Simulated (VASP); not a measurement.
# Cu (Cmcm) in VASP: a series of runs

Aim: see how the results for Cu move with the level of theory and the settings. Levels: PBE, PBE+D2. Tasks: relaxation of cell and atoms.

Everything below comes from runs of VASP 6.6.1. Logs are shortened: lines on timing, memory, paths and dates and some standing lists are left out, and cuts for length are marked.

**1. Starting point**

It takes space group Cmcm (No. 63, orthorhombic). Conventional cell: a = 2.437 Å, b = 7.953 Å, c = 2.475 Å, α = 90.00°, β = 90.00°, γ = 90.00°. Cu (site symmetry m2m) is surrounded by 10 Cu at 2.44 to 2.54 Å.

This isn't the form of Cu at room conditions, which is fcc.

**2. Relaxation of cell and atoms, PBE**

Contents of INCAR:

```
SYSTEM = Cu
PREC     = Accurate       ! precision mode
ENCUT    = 600            ! plane-wave cutoff, eV
EDIFF    = 1E-6           ! SCF threshold, eV
ISMEAR   = -1             ! smearing method
SIGMA    = 0.05           ! smearing width, eV
LREAL    = .FALSE.        ! projectors in reciprocal space
LASPH    = .TRUE.         ! aspherical terms in the spheres
NELM     = 60             ! most SCF steps
ALGO     = Fast           ! electronic algorithm
ISIF     = 3              ! what is computed and relaxed
LWAVE    = .FALSE.        ! write WAVECAR
LCHARG   = .FALSE.        ! write CHGCAR
GGA      = PE             ! functional
IBRION   = 2              ! ionic algorithm
NSW      = 40             ! ionic steps
EDIFFG   = -0.01          ! ionic threshold
```

Contents of KPOINTS:

```
Automatic mesh
0
G
  11 11 11
  0 0 0
```

Contents of POSCAR:

```
Cu
1.0
    1.2184636900     -3.9763780104      0.0000000000
    1.2184636900      3.9763780104      0.0000000000
    0.0000000000      0.0000000000      2.4754955235
Cu
2
Direct
    0.8661333500      0.1338666500      0.7500000000
    0.1338666500      0.8661333500      0.2500000000
```

Potentials or basis: VASP PAW PBE potentials, release 64 (Cu).

Command:

```console
$ cat potpaw_PBE.64/Cu/POTCAR > POTCAR
$ mpirun -np 1 vasp_std > vasp.out
```

OUTCAR:

```text
SYSTEM = Cu
   PREC = Accurate
   ENCUT = 600
   EDIFF = 1E-6
   ISMEAR = -1
   LREAL = .FALSE.
   LASPH = .TRUE.
   NELM = 60
   ISIF = 3
   GGA = PE
   IBRION = 2
   NSW = 40
   EDIFFG = -0.01

 ion  position               nearest neighbor table
   1  0.866  0.134  0.750-   2 2.46   2 2.46   2 2.54   2 2.54   2 2.54   2 2.54
   2  0.134  0.866  0.250-   1 2.46   1 2.46   1 2.54   1 2.54   1 2.54   1 2.54

  LATTYP: Found a base centered orthorhombic cell.
 ALAT       =     2.4369273800
 B/A-ratio  =     3.2634357864
 C/A-ratio  =     1.0158265461

  Lattice vectors:

 A1 = (   1.2184636900,  -3.9763780104,   0.0000000000)
 A2 = (   1.2184636900,   3.9763780104,   0.0000000000)
 A3 = (   0.0000000000,   0.0000000000,   2.4754955235)

Analysis of symmetry for initial positions (statically):
=====================================================================
 Subroutine PRICEL returns:
 Original cell was already a primitive cell.

 Routine SETGRP: Setting up the symmetry group for a
 base centered orthorhombic supercell.

 Subroutine GETGRP returns: Found  8 space group operations
 (whereof  4 operations were pure point group operations)
 out of a pool of  8 trial point group operations.

The static configuration has the point symmetry C_2h.
 The point group associated with its full space group is D_2h.

Analysis of symmetry for dynamics (positions and initial velocities):
=====================================================================
 Subroutine PRICEL returns:
 Original cell was already a primitive cell.

 Routine SETGRP: Setting up the symmetry group for a
 base centered orthorhombic supercell.

 Subroutine GETGRP returns: Found  8 space group operations
 (whereof  4 operations were pure point group operations)
 out of a pool of  8 trial point group operations.

The dynamic configuration has the point symmetry C_2h.
 The point group associated with its full space group is D_2h.

 Subroutine INISYM returns: Found  8 space group operations
 (whereof  4 operations are pure point group operations),
 and found     1 'primitive' translations

----------------------------------------------------------------------------------------

                                     Primitive cell

  volume of cell :      23.9879

  direct lattice vectors                    reciprocal lattice vectors
     1.218463690 -3.976378010  0.000000000     0.410352811 -0.125742572  0.000000000
     1.218463690  3.976378010  0.000000000     0.410352811  0.125742572  0.000000000
     0.000000000  0.000000000  2.475495523     0.000000000  0.000000000  0.403959527

  length of vectors
     4.158874348  4.158874348  2.475495523     0.429186001  0.429186001  0.403959527

  position of ions in fractional coordinates (direct lattice)
     0.866133350  0.133866650  0.750000000
     0.133866650  0.866133350  0.250000000

  ion indices of the primitive-cell ions
   primitive index   ion index
                 1           1
                 2           2

----------------------------------------------------------------------------------------

 KPOINTS: Automatic mesh

Automatic generation of k-mesh.
 Grid dimensions read from file:
 generate k-points for:   11   11   11

 Generating k-lattice:

  Cartesian coordinates                     Fractional coordinates (reciprocal lattice)
     0.037304801 -0.011431143  0.000000000     0.090909091  0.000000000  0.000000000
     0.037304801  0.011431143  0.000000000     0.000000000  0.090909091  0.000000000
     0.000000000  0.000000000  0.036723593     0.000000000  0.000000000  0.090909091

  Length of vectors
     0.039016909  0.039016909  0.036723593

  Shift w.r.t. Gamma in fractional coordinates (k-lattice)
     0.000000000  0.000000000  0.000000000

 Subroutine IBZKPT returns following result:
 ===========================================

 Found    216 irreducible k-points:

 Following reciprocal coordinates:
            Coordinates               Weight
  0.000000  0.000000  0.000000      1.000000
  0.090909 -0.000000  0.000000      4.000000
  0.181818  0.000000  0.000000      4.000000
  0.272727  0.000000  0.000000      4.000000
  0.363636 -0.000000  0.000000      4.000000
  0.454545 -0.000000  0.000000      4.000000
[... 16 lines left out ...]
 -0.272727  0.181818  0.000000      4.000000
 -0.181818  0.181818  0.000000      2.000000
 [... further k-points ...]
   k-points           NKPTS =    216   k-points in BZ     NKDIM =    216   number of bands    NBANDS=     15
   number of dos      NEDOS =    301   number of ions     NIONS =      2
   total plane-waves  NPLWV =  25920
   dimension x,y,z NGX =    36 NGY =   36 NGZ =   20
   dimension x,y,z NGXF=    72 NGYF=   72 NGZF=   40
   ions per type =               2
   NGX,Y,Z   is equivalent  to a cutoff of  14.39, 14.39, 13.43 a.u.
   NGXF,Y,Z  is equivalent  to a cutoff of  28.78, 28.78, 26.86 a.u.
 SYSTEM =  Cu
   PREC   = accura    normal or accurate (medium, high low for compatibility)
   ISTART =      0    job   : 0-new  1-cont  2-samecut
   ICHARG =      2    charge: 1-file 2-atom 10-const
   ISPIN  =      1    spin polarized calculation?
   LNONCOLLINEAR =      F non collinear calculations
   LSORBIT =      F    spin-orbit coupling
   LASPH  =      T    aspherical Exc in radial PAW
   ENCUT  =  600.0 eV  44.10 Ry    6.64 a.u.   8.31  8.31  4.94*2*pi/ulx,y,z
   NELM   =     60;   NELMIN=  2; NELMDL= -5     # of ELM steps
   EDIFF  = 0.1E-05   stopping-criterion for ELM
   LREAL  =      F    real-space projection
   EDIFFG = -.1E-01   stopping-criterion for IOM
   NSW    =     40    number of steps for IOM
   IBRION =      2    ionic relax: 0-MD 1-quasi-New 2-CG
   NFREE  =      1    steps in history (QN), initial steepest desc. (CG)
   ISIF   =      3    stress and relaxation
   ISYM   =      2    0-nonsym 1-usesym 2-fastsym
   POTIM  = 0.5000    time-step for ionic-motion
   TEBEG  =    0.0;   TEEND  =   0.0 temperature during run
   PSTRESS=    0.0 pullay stress
   NELECT =      22.0000    total number of electrons
   NUPDOWN=      -1.0000    fix difference up-down
   EMIN   =  10.00;   EMAX   =-10.00  energy-range for DOS
   EFERMI =   0.00;   METHOD = LEGACY
   ISMEAR =    -1;   SIGMA  =   0.05  broadening in eV -4-tet -1-fermi 0-gaus
   EFERMI_NEDOS =   21; number of points for ismear=-14 and -15
   IALGO  =     68    algorithm
   IMIX   =      4    mixing-type and parameters
     AMIX     =   0.40;   BMIX     =  1.00
     AMIX_MAG =   1.60;   BMIX_MAG =  1.00
  volume/ion in A,a.u.               =      11.99        80.94
  Fermi-wavevector in a.u.,A,eV,Ry     =   1.590566  3.005733 34.421366  2.529899
  Thomas-Fermi vector in A             =   2.689241
   LORBIT       =      0    0 simple, 1 ext, 2 COOP (PROOUT), +10 PAW based schemes
   GGA     = PE    functional components
   LHFCALC =     F    Hartree Fock is set to
   AEXX    =    0.0000 exact exchange contribution
   IVDW    =     0    specifies the selected vdW correction
   LEPSILON=     F    determine dielectric tensor
   LRPA    =     F    only Hartree local field effects (RPA)
 conjugate gradient relaxation of ions
 non-spin polarized calculation
 RMM-DIIS sequential band-by-band and
  energy-cutoff  :      600.00
  volume of cell :       23.99
 maximum number of plane-waves:       813
 NGX is ok and might be reduce to    36
   NGX = 17   NGY = 17   NGZ =  9

--------------------------------------- Ionic step        1  -------------------------------------------

 number of electron      22.0000013 magnetization

 Free energy of the ion-electron system (eV)
  ---------------------------------------------------
  ext. energy  EPLUGINS =         0.00000000
  ---------------------------------------------------
  free energy    TOTEN  =        -7.15554662 eV

  energy without entropy =       -7.15131218  energy(sigma->0) =       -7.15342940

------------------------ aborting loop because EDIFF is reached ----------------------------------------

  FORCE on cell =-STRESS in cart. coord.  units (eV):
  Direction    XX          YY          ZZ          XY          YZ          ZX
  --------------------------------------------------------------------------------------
  -------------------------------------------------------------------------------------
  Total        1.0650999      1.0132856      1.1679017      0.0000000     -0.0000000      0.0000000
  in kB       71.1391249     67.6783992     78.0053642      0.0000000     -0.0000000      0.0000000
  external PRESSURE =      72.2742961 kB  Pullay stress =       0.0000000 kB
[... 89 lines left out ...]
  FREE ENERGIE OF THE ION-ELECTRON SYSTEM (eV)
  ---------------------------------------------------
  free  energy   TOTEN  =        -7.1818013834 eV

  energy  without entropy=       -7.1771379848  energy(sigma->0) =       -7.17946968

[... ionic steps 4 to 15 ...]

--------------------------------------- Ionic step       16  -------------------------------------------

 number of electron      21.9999998 magnetization

------------------------ aborting loop because EDIFF is reached ----------------------------------------

  FORCE on cell =-STRESS in cart. coord.  units (eV):
  Direction    XX          YY          ZZ          XY          YZ          ZX
  --------------------------------------------------------------------------------------
  -------------------------------------------------------------------------------------
  Total        0.0384314      0.0551926      0.0659365      0.0000000     -0.0000000      0.0000000
  in kB        2.4406312      3.5050685      4.1873714      0.0000000     -0.0000000      0.0000000
  external PRESSURE =       3.3776904 kB  Pullay stress =       0.0000000 kB
[... 57 lines left out ...]
  energy  without entropy=       -7.1775484914  energy(sigma->0) =       -7.17984522

--------------------------------------- Ionic step       18  -------------------------------------------

 number of electron      21.9999998 magnetization

 Free energy of the ion-electron system (eV)
  ---------------------------------------------------
  ext. energy  EPLUGINS =         0.00000000
  ---------------------------------------------------
  free energy    TOTEN  =        -7.18214172 eV

  energy without entropy =       -7.17754848  energy(sigma->0) =       -7.17984510

 E-fermi :   6.8217     XC(G=0): -12.3107

 val. band max:        6.7864130057   @ k =  -0.4545   0.2727   0.4545
 cond. band min:       6.8237210831   @ k =  -0.3636   0.3636   0.3636
 fundamental gap:      0.0373080774
 Fermi energy:         6.8217183911

 k-point     1 :       0.0000    0.0000    0.0000
  band No.  band energies     occupation
      1      -2.0756      2.00000
      2       2.1221      2.00000
      3       2.8315      2.00000
      4       3.2895      2.00000
      5       3.8999      2.00000
      6       4.1896      2.00000
      7       4.5419      2.00000
      8       4.8370      2.00000
      9       5.0026      2.00000
     10       5.1400      2.00000
     11       5.3850      2.00000
     12       6.9337      0.19262
     13      11.4386      0.00000
     14      20.9844      0.00000
     15      24.5034      0.00000
[... 397 lines left out ...]
 k-point    24 :      -0.1818    0.1818    0.0000
  band No.  band energies     occupation
      1      -1.7573      2.00000
      2       2.0220      2.00000
      3       2.7635      2.00000
      4       3.3356      2.00000
      5       4.0017      2.00000
      6       4.0756      2.00000
      7       4.3738      2.00000
      8       4.9692      2.00000
      9       5.0306      2.00000
     10       5.1740      2.00000
     11       5.2468      2.00000
     12       5.5820      2.00000
     13      13.5808      0.00000
     14      21.4362      0.00000
     15      23.0857      0.00000

 [... further k-points ...]
[... 5 lines left out ...]
  --------------------------------------------------------------------------------------
  -------------------------------------------------------------------------------------
  Total       -0.0144068      0.0059875      0.0133981      0.0000000      0.0000000      0.0000000
  in kB       -0.9148593      0.3802189      0.8508026      0.0000000      0.0000000      0.0000000
  external PRESSURE =       0.1053874 kB  Pullay stress =       0.0000000 kB
[... 17 lines left out ...]
  FREE ENERGIE OF THE ION-ELECTRON SYSTEM (eV)
  ---------------------------------------------------
  free  energy   TOTEN  =        -7.1821417217 eV

  energy  without entropy=       -7.1775484835  energy(sigma->0) =       -7.17984510

 reached required accuracy - stopping structural energy minimisation
```

Run time: 8.2 min. Hardware: 1 thread of Intel Xeon Platinum 8559C (Emerald Rapids), shared host; peak memory 0.24 GiB.

What came out:

```
Free energy                            : -7.1821 eV
Relaxed volume                         : 12.62 Å³/atom
Relaxed cell                           : a = 4.210 Å, b = 4.210 Å, c = 2.524 Å, α = 90.00°, β = 90.00°, γ = 145.67°
Space group after relaxing (to 0.05 Å) : Cmcm (No. 63)
Energy gained by relaxing              : 13.3 meV/atom
Ionic steps                            : 18
Pressure after relaxing                : 0.0 GPa
Largest force after relaxing           : 0.007 eV/Å
Band gap on the k mesh                 : none (metal or under the smearing width)
```

Forces in eV/Å, atoms in the order of the input:
```
Cu   0.000 -0.007  0.000
Cu   0.000  0.007  0.000
```

Stress tensor (GPa, compression positive):
```
-0.09  0.00  0.00
 0.00  0.04  0.00
 0.00  0.00  0.09
```

Step by step:
```
step  energy change (eV)  largest force (eV/Å)  pressure (GPa)  volume (Å³)
   1              0.0000                0.0535            7.23        23.99
   2             -0.0191                0.0720           -4.11        25.92
   3             -0.0263                0.0324            0.05        25.22
   4             -0.0262                0.0365           -0.32        25.25
   5             -0.0264                0.0136            0.71        25.16
   6             -0.0264                0.0282           -0.07        25.18
   7             -0.0264                0.0126            0.03        25.17
   8             -0.0264                0.0157            0.55        25.17
   9             -0.0264                0.0196            0.37        25.17
  10             -0.0266                0.0015            0.06        25.20
  11             -0.0266                0.0037            0.43        25.21
  12             -0.0266                0.0105            0.57        25.21
  13             -0.0265                0.0140           -0.52        25.31
  14             -0.0266                0.0002           -0.42        25.25
  15             -0.0266                0.0030           -0.11        25.23
  16             -0.0266                0.0058            0.34        25.23
  17             -0.0266                0.0086           -0.14        25.23
  18             -0.0266                0.0065            0.01        25.23
```

Final structure:
```
Cu
1.0
     1.24239   -4.02255    0.00000
     1.24239    4.02255    0.00000
     0.00000    0.00000    2.52427
Cu
2
Direct
  0.86582 0.13418 0.75000
  0.13418 0.86582 0.25000
```

Levels at points of the mesh, in eV from the Fermi level:
```csv
k point,band 7,band 8,band 9,band 10,band 11,band 12,band 13,band 14,band 15
"(0.00, 0.00, 0.00)",-2.28,-1.98,-1.82,-1.68,-1.44,0.11,4.62,14.16,17.68
```

**3. Relaxation of cell and atoms, PBE+D2**

Changes to INCAR since step 2:

```diff
@@ -14,2 +14,3 @@
 GGA      = PE             ! functional
+IVDW     = 1              ! dispersion correction
 IBRION   = 2              ! ionic algorithm
```

KPOINTS is that of step 2.

POSCAR is that of step 2.

Potentials or basis: VASP PAW PBE potentials, release 64 (Cu).

Command:

```console
$ cat potpaw_PBE.64/Cu/POTCAR > POTCAR
$ mpirun -np 1 vasp_std > vasp.out
```

Run time: 9.7 min. Hardware: 1 thread of Intel Xeon Platinum 8559C (Emerald Rapids), shared host; peak memory 0.24 GiB.

The run converged. Its results:

```yaml
Free_energy: -8.0738 eV
Relaxed_volume: 11.88 Å³/atom
Relaxed_cell: a = 4.152 Å, b = 4.152 Å, c = 2.475 Å, α = 90.00°, β = 90.00°, γ = 146.16°
Space_group_after_relaxing_to_0.05_Å: Cmcm (No. 63)
Energy_gained_by_relaxing: 1.9 meV/atom
Ionic_steps: 23
Pressure_after_relaxing: 0.0 GPa
Largest_force_after_relaxing: 0.004 eV/Å
Band_gap_on_the_k_mesh: none (metal or under the smearing width)
Dispersion_energy_per_atom: -0.465 eV
```

Forces on the atoms (eV/Å):
```
Cu   0.000 -0.004  0.000
Cu   0.000  0.004  0.000
```

Stress tensor (GPa, compression positive):
```
-0.10  0.00  0.00
 0.00  0.06  0.00
 0.00  0.00 -0.05
```

The path:
| step | energy change (eV) | largest force (eV/Å) | pressure (GPa) | volume (Å³) |
| --- | --- | --- | --- | --- |
| 1 | 0.0000 | 0.1808 | -1.17 | 23.99 |
| 2 | -0.0034 | 0.0528 | 0.39 | 23.68 |
| 3 | -0.0034 | 0.0449 | 0.42 | 23.66 |
| 4 | -0.0034 | 0.0282 | 0.74 | 23.63 |
| 5 | -0.0034 | 0.0433 | 0.79 | 23.66 |
| 6 | -0.0037 | 0.0282 | 0.02 | 23.77 |
| 7 | -0.0038 | 0.0067 | 0.09 | 23.74 |
| 8 | -0.0038 | 0.0063 | 0.11 | 23.74 |
| 9 | -0.0038 | 0.0048 | 0.15 | 23.76 |
| 10 | -0.0038 | 0.0145 | 0.01 | 23.78 |
| 11 | -0.0038 | 0.0064 | -0.29 | 23.77 |
| 12 | -0.0038 | 0.0035 | -0.22 | 23.76 |
| 13 | -0.0038 | 0.0036 | 0.18 | 23.76 |
| 14 | -0.0038 | 0.0044 | 0.08 | 23.76 |
| 15 | -0.0038 | 0.0053 | -0.32 | 23.76 |
| 16 | -0.0038 | 0.0004 | 0.50 | 23.73 |
| 17 | -0.0038 | 0.0077 | 0.22 | 23.75 |
| 18 | -0.0038 | 0.0055 | -0.22 | 23.76 |
| 19 | -0.0038 | 0.0036 | 0.24 | 23.75 |
| 20 | -0.0038 | 0.0047 | 0.11 | 23.75 |
| 21 | -0.0038 | 0.0045 | -0.23 | 23.75 |
| 22 | -0.0038 | 0.0036 | 0.27 | 23.75 |
| 23 | -0.0038 | 0.0042 | -0.03 | 23.75 |

Final structure:
```
Cu
1.0
     1.20835   -3.97208    0.00000
     1.20835    3.97208    0.00000
     0.00000    0.00000    2.47463
Cu
2
Direct
  0.86766 0.13234 0.75000
  0.13234 0.86766 0.25000
```

Levels at points of the mesh, in eV from the Fermi level:
```
           k point  band 7  band 8  band 9  band 10  band 11  band 12  band 13  band 14  band 15
(0.00, 0.00, 0.00)   -2.31   -2.06   -1.84    -1.72    -1.46    -0.15     4.82    14.70    18.83
```

Caveat: atom-pairwise D2, TS and ULG terms overbind metals; pairwise dispersion overbinds metals, which lowers pressure and volume.

**4. The reference run**

An earlier run on the cell as given: functional PBE; potentials or basis VASP PAW PBE potentials, release 64 (Cu); cutoff 520 eV; k mesh 11 × 11 × 11; occupations fermi-dirac, width 0.05 eV; no spin polarisation.

* Pressure: 7.1 GPa
* Largest force: 0.053 eV/Å
* Band gap on the k mesh: none (metal or under the smearing width)

**5. Summary**

| task | level | cell | cutoff (eV) | gap on the mesh (eV) | pressure (GPa) | relaxed volume (Å³/atom) | largest force (eV/Å) |
| --- | --- | --- | --- | --- | --- | --- | --- |
| relaxation of cell and atoms | PBE | relaxed | 600 | none | 0.0 | 12.62 | 0.01 |
| relaxation of cell and atoms | PBE+D2 | relaxed | 600 | none | 0.0 | 11.88 | - |
| single point | PBE | as given | 520 | none | 7.1 | - | 0.05 |

Alike in all rows: potentials or basis VASP PAW PBE potentials, release 64 (Cu); no spin polarisation; k mesh 11 × 11 × 11; smearing fermi-dirac 0.05 eV.

Caveats: atom-pairwise D2, TS and ULG terms overbind metals (some runs); pairwise dispersion overbinds metals, which lowers pressure and volume (some runs).

Absolute energies hang on the potentials; compare differences alone.
